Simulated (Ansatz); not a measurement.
## BeS: relaxation of cell and atoms with B3LYP

BeS:

```xyz
2
Lattice="0.0000 2.4250 2.4250 2.4250 0.0000 2.4250 2.4250 2.4250 0.0000" Properties=species:S:1:pos:R:3 pbc="T T T"
S     3.6375    3.6375    3.6375
Be    0.0000    0.0000    0.0000
```

| Quantity | Value |
| --- | --- |
| Program | Ansatz 0.2.0 |
| Task | relaxation of cell and atoms |
| Functional | B3LYP |
| Potentials or basis | Ansatz PAW |
| Cutoff | 420 eV (not typed: the program's choice for these potentials) |
| k mesh | 5 × 5 × 5 |
| Occupations | fermi-dirac, width 0.05 eV |
| Spin | no spin polarisation |

The relaxed volume is 14.69 Å³/atom. The relaxed cell is a = 3.463 Å, b = 3.463 Å, c = 3.463 Å, α = 60.00°, β = 60.00°, γ = 60.00°. The space group after relaxing (to 0.05 Å) is F-43m (No. 216), the energy gained by relaxing is 3.9 meV/atom and the ionic steps are 4. The pressure after relaxing is 0.0 GPa and the band gap on the k mesh is 5.06 eV, indirect (least direct gap 7.33 eV).

The path:
| step | energy change (eV) | largest force (eV/Å) | volume (Å³) |
| --- | --- | --- | --- |
| 1 | 0.0000 | 0.0000 | 28.52 |
| 2 | -0.0065 | 0.0000 | 29.03 |
| 3 | -0.0077 | 0.0000 | 29.37 |
| 4 | -0.0078 | 0.0000 | 29.37 |

Final structure:
```yaml
crystal:
  lattice:
    - [0.00000, 2.44887, 2.44887]
    - [2.44887, 0.00000, 2.44887]
    - [2.44887, 2.44887, 0.00000]
  atoms:
    - { symbol: S, position: [0.75000, 0.75000, 0.75000] }
    - { symbol: Be, position: [0.00000, 0.00000, 0.00000] }
```

Levels at points of the mesh, in eV from the valence-band top:
| k point | band 1 | band 2 | band 3 | band 4 | band 5 | band 6 | band 7 | band 8 |
| --- | --- | --- | --- | --- | --- | --- | --- | --- |
| (0.00, 0.00, 0.00) | -14.58 | 0.00 | 0.00 | 0.00 | 7.33 | 7.33 | 7.33 | 7.37 |

It took 20 s on 1 × NVIDIA H100 80GB HBM3 with 2 threads of AMD EPYC 7R13 Processor (Zen 3), on a shared host, peak memory 1.6 GiB.

Caveat: the k mesh is coarse (spacing up to 0.45 Å⁻¹), so the values aren't converged, least of all with exact exchange; odd divisions of the mesh miss points on the zone boundary, where band edges often lie, so the gap on the mesh can be too wide; the plane-wave basis is chosen anew once the cell has moved, so the energies of steps on either side of that aren't comparable; the PAW data sets come from PBE, with cores solved anew for the run's functional, which leaves a small shift of forces and pressure. A k mesh can miss the band edges.
